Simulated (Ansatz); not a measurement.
Crystal: NiO.

```
CELL_PARAMETERS angstrom
2.50462 0.00000 0.00000
0.00000 2.50462 0.00000
0.00000 0.00000 2.50462
ATOMIC_POSITIONS crystal
Ni 0.00000 0.00000 0.00000
O 0.50000 0.50000 0.50000
```

Measurements of this composition are mostly on another form, of space group No. 225.

```yaml
Program: Ansatz 0.2.0
Task: single point
Functional: PBE
Potentials_or_basis: all-electron LAPW, scalar-relativistic
Cutoff: 348 eV (chosen from the basis error)
Basis_error_allowed: 0.001 eV/atom
k_mesh: 11 × 11 × 11
Occupations: fermi-dirac, width 0.05 eV
Spin: collinear spin, ferromagnetic start
Starting_moments: "[1.0, 0.0] μB"
```

On this cell: pressure 23.9 GPa; largest force zero by symmetry; net moment 0.00 μB per cell; band gap on the k mesh none (metal or under the smearing width).

The same run follows on a disturbed copy (atoms moved at random, drawn with an rms of 0.05 Å):

```xyz
2
Lattice="2.5046 0.0000 0.0000 0.0000 2.5046 0.0000 0.0000 0.0000 2.5046" Properties=species:S:1:pos:R:3 pbc="T T T"
Ni    0.0329    0.0070   -0.0094
O     1.2109    1.2581    1.2532
```

Q: What does the disturbed cell give?

A: The energy (extrapolated to zero smearing) moves by +1.7 meV/atom; pressure 24.5 GPa; largest force 0.083 eV/Å; net moment 0.00 μB per cell; band gap on the k mesh none (metal or under the smearing width).

Forces on the atoms (eV/Å):
```
Ni  -0.082 -0.002  0.013
O    0.082  0.002 -0.013
```

Stress tensor (GPa, compression positive):
```
24.40  0.01 -0.05
 0.01 24.52  0.00
-0.05  0.00 24.51
```

Caveats: semilocal functionals often make such compounds metallic where correlation or magnetic order opens a gap, which also shifts bond lengths; the starting moments weren't kept; so large a pressure means that the cell lies far from this level's equilibrium, or that cutoff or potentials fall short (some runs).
